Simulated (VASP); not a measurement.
# Na (Im-3m) in VASP: settings compared, part 2 of 2

VASP 6.6.1. Earlier steps stand in the parts before.

### Step 4. Relaxation of cell and atoms, PBE

Contents of INCAR:

```
SYSTEM = Na
  PREC = Accurate
  ENCUT = 600
  EDIFF = 1E-7
  ISMEAR = 0
  SIGMA = 0.1
  LREAL = .False.
  LASPH = .True.
  NELM = 100
  ALGO = Fast
  ISIF = 3
  LWAVE = .False.
  LCHARG = .False.
  GGA = PE
  IBRION = 2
  NSW = 90
  EDIFFG = -0.005
```

Contents of KPOINTS:

```
Automatic mesh
0
Gamma
  14 14 14
  0 0 0
```

Contents of POSCAR:

```
Na
1.0
   -2.1175000000      2.1175000000      2.1175000000
    2.1175000000     -2.1175000000      2.1175000000
    2.1175000000      2.1175000000     -2.1175000000
Na
1
Direct
    0.0000000000      0.0000000000      0.0000000000
```

Potentials or basis: VASP PAW PBE potentials, release 64 (Na_pv).

On the command line:

```
$ cat potpaw_PBE.64/Na_pv/POTCAR > POTCAR
$ mpirun -np 1 vasp_std > vasp.out
```

OUTCAR:

```text
SYSTEM = Na
   PREC = Accurate
   ENCUT = 600
   EDIFF = 1E-7
   ISMEAR = 0
   LREAL = .False.
   LASPH = .True.
   NELM = 100
   ISIF = 3
   GGA = PE
   IBRION = 2
   NSW = 90
   EDIFFG = -0.005

 ion  position               nearest neighbor table
   1  0.000  0.000  0.000-

  LATTYP: Found a body centered cubic cell.
 ALAT       =     4.2350000000

  Lattice vectors:

 A1 = (  -2.1175000000,   2.1175000000,   2.1175000000)
 A2 = (   2.1175000000,  -2.1175000000,   2.1175000000)
 A3 = (   2.1175000000,   2.1175000000,  -2.1175000000)

Analysis of symmetry for initial positions (statically):
=====================================================================
 Subroutine PRICEL returns:
 Original cell was already a primitive cell.

 Routine SETGRP: Setting up the symmetry group for a
 body centered cubic supercell.

 Subroutine GETGRP returns: Found 48 space group operations
 (whereof 48 operations were pure point group operations)
 out of a pool of 48 trial point group operations.

The static configuration has the point symmetry O_h .

Analysis of symmetry for dynamics (positions and initial velocities):
=====================================================================
 Subroutine PRICEL returns:
 Original cell was already a primitive cell.

 Routine SETGRP: Setting up the symmetry group for a
 body centered cubic supercell.

 Subroutine GETGRP returns: Found 48 space group operations
 (whereof 48 operations were pure point group operations)
 out of a pool of 48 trial point group operations.

The dynamic configuration has the point symmetry O_h .

 Subroutine INISYM returns: Found 48 space group operations
 (whereof 48 operations are pure point group operations),
 and found     1 'primitive' translations

----------------------------------------------------------------------------------------

                                     Primitive cell

  volume of cell :      37.9778

  direct lattice vectors                    reciprocal lattice vectors
    -2.117500000  2.117500000  2.117500000     0.000000000  0.236127509  0.236127509
     2.117500000 -2.117500000  2.117500000     0.236127509  0.000000000  0.236127509
     2.117500000  2.117500000 -2.117500000     0.236127509  0.236127509  0.000000000

  length of vectors
     3.667617585  3.667617585  3.667617585     0.333934725  0.333934725  0.333934725

  position of ions in fractional coordinates (direct lattice)
     0.000000000  0.000000000  0.000000000

  ion indices of the primitive-cell ions
   primitive index   ion index
                 1           1

----------------------------------------------------------------------------------------

 KPOINTS: Automatic mesh

Automatic generation of k-mesh.
 Grid dimensions read from file:
 generate k-points for:   14   14   14

 Generating k-lattice:

  Cartesian coordinates                     Fractional coordinates (reciprocal lattice)
     0.000000000  0.016866251  0.016866251     0.071428571  0.000000000  0.000000000
     0.016866251  0.000000000  0.016866251     0.000000000  0.071428571  0.000000000
     0.016866251  0.016866251  0.000000000     0.000000000  0.000000000  0.071428571
[... 45 lines left out ...]
   NGX,Y,Z   is equivalent  to a cutoff of  13.60, 13.60, 13.60 a.u.
   NGXF,Y,Z  is equivalent  to a cutoff of  27.20, 27.20, 27.20 a.u.
 SYSTEM =  Na
   PREC   = accura    normal or accurate (medium, high low for compatibility)
   ISTART =      0    job   : 0-new  1-cont  2-samecut
   ICHARG =      2    charge: 1-file 2-atom 10-const
   ISPIN  =      1    spin polarized calculation?
   LNONCOLLINEAR =      F non collinear calculations
   LSORBIT =      F    spin-orbit coupling
   LASPH  =      T    aspherical Exc in radial PAW
   ENCUT  =  600.0 eV  44.10 Ry    6.64 a.u.   7.33  7.33  7.33*2*pi/ulx,y,z
   NELM   =    100;   NELMIN=  2; NELMDL= -5     # of ELM steps
   EDIFF  = 0.1E-06   stopping-criterion for ELM
   LREAL  =      F    real-space projection
   EDIFFG = -.5E-02   stopping-criterion for IOM
   NSW    =     90    number of steps for IOM
   IBRION =      2    ionic relax: 0-MD 1-quasi-New 2-CG
   NFREE  =      1    steps in history (QN), initial steepest desc. (CG)
   ISIF   =      3    stress and relaxation
   ISYM   =      2    0-nonsym 1-usesym 2-fastsym
   POTIM  = 0.5000    time-step for ionic-motion
   TEBEG  =    0.0;   TEEND  =   0.0 temperature during run
   PSTRESS=    0.0 pullay stress
   NELECT =       7.0000    total number of electrons
   NUPDOWN=      -1.0000    fix difference up-down
   EMIN   =  10.00;   EMAX   =-10.00  energy-range for DOS
   EFERMI =   0.00;   METHOD = LEGACY
   ISMEAR =     0;   SIGMA  =   0.10  broadening in eV -4-tet -1-fermi 0-gaus
   EFERMI_NEDOS =   21; number of points for ismear=-14 and -15
   IALGO  =     68    algorithm
   IMIX   =      4    mixing-type and parameters
     AMIX     =   0.40;   BMIX     =  1.00
     AMIX_MAG =   1.60;   BMIX_MAG =  1.00
  volume/ion in A,a.u.               =      37.98       256.29
  Fermi-wavevector in a.u.,A,eV,Ry     =   0.931674  1.760609 11.810087  0.868017
  Thomas-Fermi vector in A             =   2.058192
   LORBIT       =      0    0 simple, 1 ext, 2 COOP (PROOUT), +10 PAW based schemes
   GGA     = PE    functional components
   LHFCALC =     F    Hartree Fock is set to
   AEXX    =    0.0000 exact exchange contribution
   IVDW    =     0    specifies the selected vdW correction
   LEPSILON=     F    determine dielectric tensor
   LRPA    =     F    only Hartree local field effects (RPA)
 conjugate gradient relaxation of ions
 non-spin polarized calculation
 RMM-DIIS sequential band-by-band and
 Gauss-broadening in eV      SIGMA  =   0.10
  energy-cutoff  :      600.00
  volume of cell :       37.98
 maximum number of plane-waves:      1283
 NGX is ok and might be reduce to    30
   NGX = 15   NGY = 15   NGZ = 15

--------------------------------------- Ionic step        1  -------------------------------------------

 number of electron       7.0000000 magnetization

 Free energy of the ion-electron system (eV)
  ---------------------------------------------------
  ext. energy  EPLUGINS =         0.00000000
  ---------------------------------------------------
  free energy    TOTEN  =        -1.31152075 eV

  energy without entropy =       -1.30846675  energy(sigma->0) =       -1.30999375

------------------------ aborting loop because EDIFF is reached ----------------------------------------

  FORCE on cell =-STRESS in cart. coord.  units (eV):
  Direction    XX          YY          ZZ          XY          YZ          ZX
  --------------------------------------------------------------------------------------
  -------------------------------------------------------------------------------------
  Total       -0.0410182     -0.0410182     -0.0410182      0.0000000     -0.0000000      0.0000000
  in kB       -1.7304408     -1.7304408     -1.7304408      0.0000000     -0.0000000      0.0000000
  external PRESSURE =      -1.7304408 kB  Pullay stress =       0.0000000 kB
[... 57 lines left out ...]
--------------------------------------- Ionic step        3  -------------------------------------------

 number of electron       6.9999993 magnetization

 Free energy of the ion-electron system (eV)
  ---------------------------------------------------
  ext. energy  EPLUGINS =         0.00000000
  ---------------------------------------------------
  free energy    TOTEN  =        -1.31215830 eV

  energy without entropy =       -1.30912699  energy(sigma->0) =       -1.31064264

 E-fermi :   0.3041     XC(G=0):  -6.5013

 val. band max:        0.2770399308   @ k =  -0.3571   0.4286   0.1429
 cond. band min:       0.3578982562   @ k =   0.3571   0.0714   0.0714
 fundamental gap:      0.0808583254
 Fermi energy:         0.3041314007

 k-point     1 :       0.0000    0.0000    0.0000
  band No.  band energies     occupation
      1     -24.5741      2.00000
      2     -24.5741      2.00000
      3     -24.5741      2.00000
      4      -2.9493      2.00000
      5      12.0587      0.00000
      6      12.0587      0.00000
      7      12.0587      0.00000
[... 221 lines left out ...]
 k-point    24 :       0.3571    0.2857    0.0000
  band No.  band energies     occupation
      1     -24.6012      2.00000
      2     -24.5957      2.00000
      3     -24.5785      2.00000
      4       2.0418      0.00000
      5       2.4522      0.00000
      6       3.7212      0.00000
      7       8.3272      0.00000

 [... further k-points ...]

------------------------ aborting loop because EDIFF is reached ----------------------------------------

  FORCE on cell =-STRESS in cart. coord.  units (eV):
  Direction    XX          YY          ZZ          XY          YZ          ZX
  --------------------------------------------------------------------------------------
  -------------------------------------------------------------------------------------
  Total       -0.0022551     -0.0022551     -0.0022551     -0.0000000      0.0000000     -0.0000000
  in kB       -0.0974311     -0.0974311     -0.0974311     -0.0000000      0.0000000     -0.0000000
  external PRESSURE =      -0.0974311 kB  Pullay stress =       0.0000000 kB
[... 16 lines left out ...]
  FREE ENERGIE OF THE ION-ELECTRON SYSTEM (eV)
  ---------------------------------------------------
  free  energy   TOTEN  =        -1.3121583002 eV

  energy  without entropy=       -1.3091269873  energy(sigma->0) =       -1.31064264

 reached required accuracy - stopping structural energy minimisation
```

Wall time 42 s (1 thread of Intel Xeon Platinum 8375C at 2.90GHz (Ice Lake), shared host); peak memory 0.17 GiB.

What came out:

```
Free energy                            : -1.3122 eV
Relaxed volume                         : 37.08 Å³/atom
Relaxed cell                           : a = 3.639 Å, b = 3.639 Å, c = 3.639 Å, α = 109.47°, β = 109.47°, γ = 109.47°
Space group after relaxing (to 0.05 Å) : Im-3m (No. 229)
Energy gained by relaxing              : 0.6 meV/atom
Ionic steps                            : 3
Pressure after relaxing                : 0.0 GPa
Band gap on the k mesh                 : none (metal or under the smearing width)
```

Step by step:
```
step  energy change (eV)  largest force (eV/Å)  pressure (GPa)  volume (Å³)
   1              0.0000                0.0000           -0.17        37.98
   2             -0.0003                0.0000           -0.15        37.75
   3             -0.0006                0.0000           -0.01        37.08
```

Final structure:
```
Na
1.0
    -2.10074    2.10074    2.10074
     2.10074   -2.10074    2.10074
     2.10074    2.10074   -2.10074
Na
1
Direct
  0.00000 0.00000 0.00000
```

Levels at points of the mesh, in eV from the Fermi level:
```
           k point  band 1  band 2  band 3  band 4  band 5  band 6  band 7
(0.00, 0.00, 0.00)  -24.88  -24.88  -24.88   -3.25   11.75   11.75   11.75
(0.50, 0.00, 0.00)  -24.91  -24.89  -24.88    0.78    1.24    8.23    9.18
(0.50, 0.50, 0.50)  -24.90  -24.90  -24.90    4.54    4.54    4.92    4.92
```

### Step 5. Relaxation of cell and atoms, PBE+D3(BJ)

Changes to INCAR since step 4:

```diff
@@ -14,2 +14,3 @@
   GGA = PE
+  IVDW = 12
   IBRION = 2
```

KPOINTS is that of step 4.

POSCAR is that of step 4.

On the command line:

```
$ cat potpaw_PBE.64/Na_pv/POTCAR > POTCAR
$ mpirun -np 1 vasp_std > vasp.out
```

It took 55 s on 1 thread of Intel Xeon Platinum 8375C at 2.90GHz (Ice Lake), shared host; peak memory 0.18 GiB.

It converged, with:

```
Free energy                            : -1.4733 eV
Relaxed volume                         : 34.04 Å³/atom
Relaxed cell                           : a = 3.536 Å, b = 3.536 Å, c = 3.536 Å, α = 109.47°, β = 109.47°, γ = 109.47°
Space group after relaxing (to 0.05 Å) : Im-3m (No. 229)
Energy gained by relaxing              : 11.1 meV/atom
Ionic steps                            : 3
Pressure after relaxing                : 0.0 GPa
Band gap on the k mesh                 : none (metal or under the smearing width)
Dispersion energy per atom             : -0.167 eV
```

The path:
| step | energy change (eV) | largest force (eV/Å) | pressure (GPa) | volume (Å³) |
| --- | --- | --- | --- | --- |
| 1 | 0.0000 | 0.0000 | -0.78 | 37.98 |
| 2 | -0.0046 | 0.0000 | -0.63 | 36.97 |
| 3 | -0.0111 | 0.0000 | 0.01 | 34.04 |

Final structure:
```
CELL_PARAMETERS angstrom
-2.04170 2.04170 2.04170
2.04170 -2.04170 2.04170
2.04170 2.04170 -2.04170
ATOMIC_POSITIONS crystal
Na 0.00000 0.00000 0.00000
```

Levels at points of the mesh, in eV from the Fermi level:
| k point | band 1 | band 2 | band 3 | band 4 | band 5 | band 6 |
| --- | --- | --- | --- | --- | --- | --- |
| (0.00, 0.00, 0.00) | -24.82 | -24.82 | -24.82 | -3.44 | 12.32 | 12.32 |
| (0.50, 0.00, 0.00) | -24.86 | -24.83 | -24.82 | 0.81 | 1.34 | 8.59 |
| (0.50, 0.50, 0.50) | -24.85 | -24.85 | -24.85 | 4.68 | 4.68 | 5.22 |

Caveat: the volume moved by -10 % from the deposited cell, more than functionals usually miss; pairwise dispersion overbinds metals, which lowers pressure and volume.

### Step 6. The runs side by side

```csv
level,potentials or basis,gap on the mesh (eV),pressure (GPa),relaxed volume (Å³/atom)
PBEsol,"VASP PAW PBE potentials, release 64 (Na_pv)",none,0.0,36.21
LDA,"VASP PAW LDA potentials, release 64 (Na_pv)",none,0.0,33.18
PBE,"VASP PAW PBE potentials, release 64 (Na_pv)",none,0.0,37.08
PBE+D3(BJ),"VASP PAW PBE potentials, release 64 (Na_pv)",none,0.0,34.04
```

Alike in all rows: task relaxation of cell and atoms; no spin polarisation; cell relaxed; k mesh 14 × 14 × 14; cutoff (eV) 600; smearing gaussian 0.1 eV.

Caveats: the PAW data sets were made with another functional, which shifts forces and pressure a little (some runs); the volume moved by -13 % from the deposited cell, more than functionals usually miss (some runs); the volume moved by -10 % from the deposited cell, more than functionals usually miss (some runs); pairwise dispersion overbinds metals, which lowers pressure and volume (some runs).

Absolute energies hang on the potentials; compare differences alone.
